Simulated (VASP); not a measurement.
# MoS2 (R3m) in VASP: notebook

The runs below take MoS2 through single point, with PBE.

Everything below comes from runs of VASP 6.6.1. Logs are shortened: lines on timing, memory, paths and dates and some standing lists are left out, and cuts for length are marked.

## Step 1: Starting point

The structure is trigonal, space group R3m (No. 160). The conventional cell has a = 3.175 Å, b = 3.175 Å, c = 18.582 Å, α = 90.00°, β = 90.00°, γ = 120.00°. Mo (site symmetry 3m) has 6 S at 2.40 Å as nearest neighbours. S (site symmetry 3m) is surrounded by 3 Mo at 2.40 Å. S (site symmetry 3m) has 3 Mo at 2.40 Å as nearest neighbours.

The cell was built by a generator and needn't be a form met in nature.

## Step 2: Single point, PBE

INCAR

```
SYSTEM = MoS2
PREC = Accurate ; ENCUT = 520
EDIFF = 1E-6 ; ISMEAR = 0
SIGMA = 0.01 ; LREAL = .FALSE.
LASPH = .TRUE. ; NELM = 100
ALGO = Fast ; ISIF = 2
LWAVE = .FALSE. ; LCHARG = .TRUE.
GGA = PE ; LELF = .TRUE.
LVHAR = .TRUE. ; NBANDS = 20
```

KPOINTS

```
Automatic mesh
0
G
  6 6 6
  0 0 0
```

POSCAR

```
MoS2
1.0
    1.5875907338      0.9165959375      6.1939396005
   -1.5875907338      0.9165959375      6.1939396005
    0.0000000000     -1.8331918751      6.1939396005
Mo S
1 2
Direct
   -0.0000146006     -0.0000146006     -0.0000146006
    0.4170015120      0.4170015120      0.4170015120
    0.2496797553      0.2496797553      0.2496797553
```

Potentials or basis: VASP PAW PBE potentials, release 64 (Mo_sv, S).

Command:

```console
> cat potpaw_PBE.64/Mo_sv/POTCAR potpaw_PBE.64/S/POTCAR > POTCAR
> mpirun -np 1 vasp_std > vasp.out
```

OUTCAR:

```text
SYSTEM = MoS2
   PREC = Accurate
   ENCUT = 520
   EDIFF = 1E-6
   ISMEAR = 0
   LREAL = .FALSE.
   LASPH = .TRUE.
   NELM = 100
   ISIF = 2
   GGA = PE

 ion  position               nearest neighbor table
   1  1.000  1.000  1.000-   3 2.40   3 2.40   3 2.40   2 2.40   2 2.40   2 2.40
   2  0.417  0.417  0.417-   1 2.40   1 2.40   1 2.40
   3  0.250  0.250  0.250-   1 2.40   1 2.40   1 2.40

  LATTYP: Found a trigonal (rhomboedric) cell.
 ALAT       =     6.4595263159
 COS(alpha) =     0.8791891993

  Lattice vectors:

 A1 = (   1.5875907338,   0.9165959375,   6.1939396005)
 A2 = (  -1.5875907338,   0.9165959375,   6.1939396005)
 A3 = (   0.0000000000,  -1.8331918751,   6.1939396005)

Analysis of symmetry for initial positions (statically):
=====================================================================
 Subroutine PRICEL returns:
 Original cell was already a primitive cell.

 Routine SETGRP: Setting up the symmetry group for a
 trigonal (rhombohedral) supercell.

 Subroutine GETGRP returns: Found  6 space group operations
 (whereof  6 operations were pure point group operations)
 out of a pool of 12 trial point group operations.

The static configuration has the point symmetry C_3v.

Analysis of symmetry for dynamics (positions and initial velocities):
=====================================================================
 Subroutine PRICEL returns:
 Original cell was already a primitive cell.

 Routine SETGRP: Setting up the symmetry group for a
 trigonal (rhombohedral) supercell.

 Subroutine GETGRP returns: Found  6 space group operations
 (whereof  6 operations were pure point group operations)
 out of a pool of 12 trial point group operations.

The dynamic configuration has the point symmetry C_3v.

 Subroutine INISYM returns: Found  6 space group operations
 (whereof  6 operations are pure point group operations),
 and found     1 'primitive' translations

----------------------------------------------------------------------------------------

                                     Primitive cell

  volume of cell :      54.0798

  direct lattice vectors                    reciprocal lattice vectors
     1.587590734  0.916595938  6.193939601     0.314942629  0.181832212  0.053816045
    -1.587590734  0.916595938  6.193939601    -0.314942629  0.181832212  0.053816045
     0.000000000 -1.833191875  6.193939601     0.000000000 -0.363664424  0.053816045

  length of vectors
     6.459526316  6.459526316  6.459526316     0.367624781  0.367624781  0.367624781

  position of ions in fractional coordinates (direct lattice)
     0.999985399  0.999985399  0.999985399
     0.417001512  0.417001512  0.417001512
     0.249679755  0.249679755  0.249679755

  ion indices of the primitive-cell ions
   primitive index   ion index
                 1           1
                 2           2
                 3           3

----------------------------------------------------------------------------------------

 KPOINTS: Automatic mesh

Automatic generation of k-mesh.
 Grid dimensions read from file:
 generate k-points for:    6    6    6

 Generating k-lattice:

  Cartesian coordinates                     Fractional coordinates (reciprocal lattice)
     0.052490438  0.030305369  0.008969341     0.166666667  0.000000000  0.000000000
    -0.052490438  0.030305369  0.008969341     0.000000000  0.166666667  0.000000000
     0.000000000 -0.060610737  0.008969341     0.000000000  0.000000000  0.166666667

  Length of vectors
     0.061270797  0.061270797  0.061270797

  Shift w.r.t. Gamma in fractional coordinates (k-lattice)
     0.000000000  0.000000000  0.000000000

 Subroutine IBZKPT returns following result:
 ===========================================

 Found     32 irreducible k-points:

 Following reciprocal coordinates:
            Coordinates               Weight
  0.000000  0.000000  0.000000      1.000000
  0.166667  0.000000  0.000000      6.000000
  0.333333  0.000000  0.000000      6.000000
  0.500000  0.000000  0.000000      3.000000
  0.166667  0.166667 -0.000000      6.000000
  0.333333  0.166667  0.000000     12.000000
[... 16 lines left out ...]
  0.500000  0.500000  0.166667      6.000000
 -0.333333  0.500000  0.166667     12.000000
 [... further k-points ...]
   k-points           NKPTS =     32   k-points in BZ     NKDIM =     32   number of bands    NBANDS=     20
   number of dos      NEDOS =    301   number of ions     NIONS =      3
   total plane-waves  NPLWV = 110592
   dimension x,y,z NGX =    48 NGY =   48 NGZ =   48
   dimension x,y,z NGXF=    96 NGYF=   96 NGZF=   96
   ions per type =               1   2
   NGX,Y,Z   is equivalent  to a cutoff of  12.35, 12.35, 12.35 a.u.
   NGXF,Y,Z  is equivalent  to a cutoff of  24.71, 24.71, 24.71 a.u.
 SYSTEM =  MoS2
   PREC   = accura    normal or accurate (medium, high low for compatibility)
   ISTART =      0    job   : 0-new  1-cont  2-samecut
   ICHARG =      2    charge: 1-file 2-atom 10-const
   ISPIN  =      1    spin polarized calculation?
   LNONCOLLINEAR =      F non collinear calculations
   LSORBIT =      F    spin-orbit coupling
   LASPH  =      T    aspherical Exc in radial PAW
   ENCUT  =  520.0 eV  38.22 Ry    6.18 a.u.  12.01 12.01 12.01*2*pi/ulx,y,z
   NELM   =    100;   NELMIN=  2; NELMDL= -5     # of ELM steps
   EDIFF  = 0.1E-05   stopping-criterion for ELM
   LREAL  =      F    real-space projection
   EDIFFG = 0.1E-04   stopping-criterion for IOM
   NSW    =      0    number of steps for IOM
   IBRION =     -1    ionic relax: 0-MD 1-quasi-New 2-CG
   NFREE  =      0    steps in history (QN), initial steepest desc. (CG)
   ISIF   =      2    stress and relaxation
   ISYM   =      2    0-nonsym 1-usesym 2-fastsym
   POTIM  = 0.5000    time-step for ionic-motion
   TEBEG  =    0.0;   TEEND  =   0.0 temperature during run
   PSTRESS=    0.0 pullay stress
   NELECT =      26.0000    total number of electrons
   NUPDOWN=      -1.0000    fix difference up-down
   EMIN   =  10.00;   EMAX   =-10.00  energy-range for DOS
   EFERMI =   0.00;   METHOD = LEGACY
   ISMEAR =     0;   SIGMA  =   0.01  broadening in eV -4-tet -1-fermi 0-gaus
   EFERMI_NEDOS =   21; number of points for ismear=-14 and -15
   IALGO  =     68    algorithm
   IMIX   =      4    mixing-type and parameters
     AMIX     =   0.40;   BMIX     =  1.00
     AMIX_MAG =   1.60;   BMIX_MAG =  1.00
  volume/ion in A,a.u.               =      18.03       121.65
  Fermi-wavevector in a.u.,A,eV,Ry     =   1.282491  2.423557 22.378639  1.644784
  Thomas-Fermi vector in A             =   2.414800
   LORBIT       =      0    0 simple, 1 ext, 2 COOP (PROOUT), +10 PAW based schemes
   GGA     = PE    functional components
   LHFCALC =     F    Hartree Fock is set to
   AEXX    =    0.0000 exact exchange contribution
   IVDW    =     0    specifies the selected vdW correction
   LEPSILON=     F    determine dielectric tensor
   LRPA    =     F    only Hartree local field effects (RPA)
 non-spin polarized calculation
 RMM-DIIS sequential band-by-band and
 Gauss-broadening in eV      SIGMA  =   0.01
  energy-cutoff  :      520.00
  volume of cell :       54.08
 maximum number of plane-waves:      1469
   NGX = 23   NGY = 23   NGZ = 23

 number of electron      25.9999998 magnetization

 Free energy of the ion-electron system (eV)
  ---------------------------------------------------
  ext. energy  EPLUGINS =         0.00000000
  ---------------------------------------------------
  free energy    TOTEN  =       -21.81307822 eV

  energy without entropy =      -21.81307822  energy(sigma->0) =      -21.81307822

 E-fermi :   7.4451     XC(G=0): -10.7467

 val. band max:        7.3989645411   @ k =   0.5000   0.5000   0.5000
 cond. band min:       8.3677621033   @ k =  -0.1667   0.1667   0.0000
 fundamental gap:      0.9687975622
 Fermi energy:         7.4451203341

 k-point     1 :       0.0000    0.0000    0.0000
  band No.  band energies     occupation
      1     -54.1367      2.00000
      2     -28.2884      2.00000
      3     -28.0723      2.00000
      4     -28.0723      2.00000
      5      -7.5590      2.00000
      6      -5.9111      2.00000
[... 12 lines left out ...]
     19      15.5268      0.00000
     20      15.8823      0.00000

 k-point     2 :       0.1667    0.0000    0.0000
  band No.  band energies     occupation
      1     -54.1270      2.00000
      2     -28.2691      2.00000
      3     -28.1699      2.00000
      4     -28.0945      2.00000
      5      -7.1513      2.00000
      6      -5.7816      2.00000
[... 12 lines left out ...]
     19      16.0249      0.00000
     20      16.5746      0.00000

 k-point     3 :       0.3333    0.0000    0.0000
  band No.  band energies     occupation
      1     -54.1076      2.00000
      2     -28.3607      2.00000
      3     -28.2305      2.00000
      4     -28.1387      2.00000
      5      -6.1936      2.00000
      6      -5.4834      2.00000
[... 12 lines left out ...]
     19      14.8222      0.00000
     20      15.2217      0.00000

 k-point     4 :       0.5000    0.0000    0.0000
  band No.  band energies     occupation
      1     -54.0979      2.00000
      2     -28.4540      2.00000
      3     -28.2110      2.00000
      4     -28.1606      2.00000
      5      -5.5881      2.00000
      6      -5.3148      2.00000
[... 429 lines left out ...]
 k-point    23 :       0.5000    0.5000    0.1667
  band No.  band energies     occupation
      1     -54.1076      2.00000
      2     -28.3607      2.00000
      3     -28.2305      2.00000
      4     -28.1387      2.00000
      5      -6.0477      2.00000
      6      -5.6654      2.00000
[... 12 lines left out ...]
     19      15.0661      0.00000
     20      15.9992      0.00000

 k-point    24 :      -0.3333    0.5000    0.1667
  band No.  band energies     occupation
      1     -54.0979      2.00000
      2     -28.4065      2.00000
      3     -28.2111      2.00000
      4     -28.2102      2.00000
      5      -5.5096      2.00000
      6      -5.4096      2.00000
[... 12 lines left out ...]
     19      15.5698      0.00000
     20      15.9422      0.00000

 [... further k-points ...]

------------------------ aborting loop because EDIFF is reached ----------------------------------------

  FORCE on cell =-STRESS in cart. coord.  units (eV):
  Direction    XX          YY          ZZ          XY          YZ          ZX
  --------------------------------------------------------------------------------------
  -------------------------------------------------------------------------------------
  Total        0.6092284      0.6092284      1.0677445      0.0000000     -0.0000000      0.0000000
  in kB       18.0491182     18.0491182     31.6332083      0.0000000     -0.0000000      0.0000000
  external PRESSURE =      22.5771482 kB  Pullay stress =       0.0000000 kB

 VOLUME and BASIS-vectors are now :
 -----------------------------------------------------------------------------
  energy-cutoff  :      520.00
  volume of cell :       54.08
      direct lattice vectors                 reciprocal lattice vectors
     1.587590734  0.916595938  6.193939601     0.314942629  0.181832212  0.053816045
    -1.587590734  0.916595938  6.193939601    -0.314942629  0.181832212  0.053816045
     0.000000000 -1.833191875  6.193939601     0.000000000 -0.363664424  0.053816045

 POSITION                                       TOTAL-FORCE (eV/Angst)
 -----------------------------------------------------------------------------------
      0.00000     -0.00000     18.58155         0.000000     -0.000000      0.001355
      0.00000     -0.00000      7.74865         0.000000     -0.000000      0.101089
      0.00000     -0.00000      4.63950         0.000000      0.000000     -0.102444
 -----------------------------------------------------------------------------------
    total drift:                               -0.000000      0.000000     -0.000002

  FREE ENERGIE OF THE ION-ELECTRON SYSTEM (eV)
  ---------------------------------------------------
  free  energy   TOTEN  =       -21.8130782245 eV

  energy  without entropy=      -21.8130782245  energy(sigma->0) =      -21.81307822
```

Run time: 71 s. Hardware: 1 thread of AMD EPYC 9R45 (Zen 5), shared host; peak memory 0.29 GiB.

Results:

```yaml
Free_energy: -21.8131 eV
Pressure: 2.3 GPa
Largest_force: 0.102 eV/Å
Band_gap_on_the_k_mesh: 0.97 eV, indirect (least direct gap 1.69 eV)
```

Forces in eV/Å, atoms in the order of the input:
```
Mo   0.000  0.000  0.001
S    0.000  0.000  0.101
S    0.000  0.000 -0.102
```

Levels at points of the mesh, in eV from the valence-band top:
```csv
k point,band 11,band 12,band 13,band 14,band 15,band 16
"(0.00, 0.00, 0.00)",-2.24,-1.25,-1.12,2.04,2.04,2.41
"(0.50, 0.00, 0.00)",-2.33,-1.60,-1.42,1.60,2.02,3.46
"(0.50, 0.50, 0.00)",-2.87,-1.78,-1.26,1.56,2.14,3.02
"(0.50, 0.50, 0.50)",-2.21,-2.21,0.00,2.13,2.13,2.29
```

A k mesh can miss the band edges. As with any semilocal functional, this PBE gap is likely too small.

## Step 3: Single point, PBE

INCAR

```
SYSTEM = MoS2
  PREC = Accurate
  ENCUT = 520
  EDIFF = 1E-6
  ISMEAR = 0
  SIGMA = 0.01
  LREAL = .FALSE.
  LASPH = .TRUE.
  NELM = 100
  ALGO = Normal
  ISIF = 2
  LWAVE = .FALSE.
  LCHARG = .TRUE.
  GGA = PE
  LELF = .TRUE.
  LVHAR = .TRUE.
  NBANDS = 20
```

KPOINTS

```
regular mesh
0
G
  6 6 6
  0 0 0
```

POSCAR is that of step 2.

Potentials or basis: VASP PAW PBE potentials, release 64 (Mo_sv, S).

Command:

```console
> cat potpaw_PBE.64/Mo_sv/POTCAR potpaw_PBE.64/S/POTCAR > POTCAR
> mpirun -np 1 vasp_std > vasp.out
```

OUTCAR:

```text
SYSTEM = MoS2
   PREC = Accurate
   ENCUT = 520
   EDIFF = 1E-6
   ISMEAR = 0
   LREAL = .FALSE.
   LASPH = .TRUE.
   NELM = 100
   ISIF = 2
   GGA = PE

 ion  position               nearest neighbor table
   1  1.000  1.000  1.000-   3 2.40   3 2.40   3 2.40   2 2.40   2 2.40   2 2.40
   2  0.417  0.417  0.417-   1 2.40   1 2.40   1 2.40
   3  0.250  0.250  0.250-   1 2.40   1 2.40   1 2.40

  LATTYP: Found a trigonal (rhomboedric) cell.
 ALAT       =     6.4595263159
 COS(alpha) =     0.8791891993

[... 745 lines left out ...]

  FORCE on cell =-STRESS in cart. coord.  units (eV):
  Direction    XX          YY          ZZ          XY          YZ          ZX
  --------------------------------------------------------------------------------------
  -------------------------------------------------------------------------------------
  Total        0.6111433      0.6111433      1.0691960      0.0000000     -0.0000000     -0.0000000
  in kB       18.1058507     18.1058507     31.6762087      0.0000000     -0.0000000     -0.0000000
  external PRESSURE =      22.6293034 kB  Pullay stress =       0.0000000 kB

 VOLUME and BASIS-vectors are now :
 -----------------------------------------------------------------------------
  energy-cutoff  :      520.00
  volume of cell :       54.08
      direct lattice vectors                 reciprocal lattice vectors
     1.587590734  0.916595938  6.193939601     0.314942629  0.181832212  0.053816045
    -1.587590734  0.916595938  6.193939601    -0.314942629  0.181832212  0.053816045
     0.000000000 -1.833191875  6.193939601     0.000000000 -0.363664424  0.053816045

 POSITION                                       TOTAL-FORCE (eV/Angst)
 -----------------------------------------------------------------------------------
      0.00000     -0.00000     18.58155         0.000000     -0.000000      0.001352
      0.00000     -0.00000      7.74865         0.000000     -0.000000      0.101388
      0.00000     -0.00000      4.63950         0.000000      0.000000     -0.102740
 -----------------------------------------------------------------------------------
    total drift:                               -0.000000      0.000000     -0.000053

  FREE ENERGIE OF THE ION-ELECTRON SYSTEM (eV)
  ---------------------------------------------------
  free  energy   TOTEN  =       -21.8130782346 eV

  energy  without entropy=      -21.8130782346  energy(sigma->0) =      -21.81307823
```

OSZICAR:

```text
N       E                     dE             d eps       ncg     rms          rms(c)
DAV:   1     0.182293643245E+03    0.18229E+03   -0.13294E+04  1280   0.122E+03
DAV:   2    -0.161078351630E+02   -0.19840E+03   -0.19295E+03  1612   0.316E+02
DAV:   3    -0.232125102171E+02   -0.71047E+01   -0.70451E+01  1584   0.565E+01
DAV:   4    -0.232886436736E+02   -0.76133E-01   -0.76101E-01  1580   0.627E+00
DAV:   5    -0.232897893260E+02   -0.11457E-02   -0.11456E-02  1592   0.743E-01    0.241E+01
DAV:   6    -0.222027337550E+02    0.10871E+01   -0.10811E+01  1372   0.198E+01    0.894E+00
DAV:   7    -0.219125854719E+02    0.29015E+00   -0.38613E+00  1320   0.113E+01    0.587E+00
DAV:   8    -0.218128928433E+02    0.99693E-01   -0.51695E-01  1428   0.441E+00    0.175E+00
DAV:   9    -0.218141534767E+02   -0.12606E-02   -0.20739E-02  1492   0.906E-01    0.604E-01
DAV:  10    -0.218130609678E+02    0.10925E-02   -0.85547E-03  1408   0.618E-01    0.135E-01
DAV:  11    -0.218130743773E+02   -0.13410E-04   -0.42536E-04  1508   0.143E-01    0.467E-02
DAV:  12    -0.218130584933E+02    0.15884E-04   -0.10511E-04  1464   0.662E-02    0.331E-02
DAV:  13    -0.218130779829E+02   -0.19490E-04   -0.29089E-05  1372   0.318E-02    0.921E-03
DAV:  14    -0.218130782346E+02   -0.25168E-06   -0.17032E-06  1292   0.779E-03
   1 F= -.21813078E+02 E0= -.21813078E+02  d E =0.000000E+00
```

It took 63 s on 1 thread of AMD EPYC 9R45 (Zen 5), shared host; peak memory 0.28 GiB.

Results:

```
Free energy            : -21.8131 eV
Pressure               : 2.3 GPa
Largest force          : 0.103 eV/Å
Band gap on the k mesh : 0.97 eV, indirect (least direct gap 1.69 eV)
```

Forces on the atoms (eV/Å):
```
Mo   0.000  0.000  0.001
S    0.000  0.000  0.101
S    0.000  0.000 -0.103
```
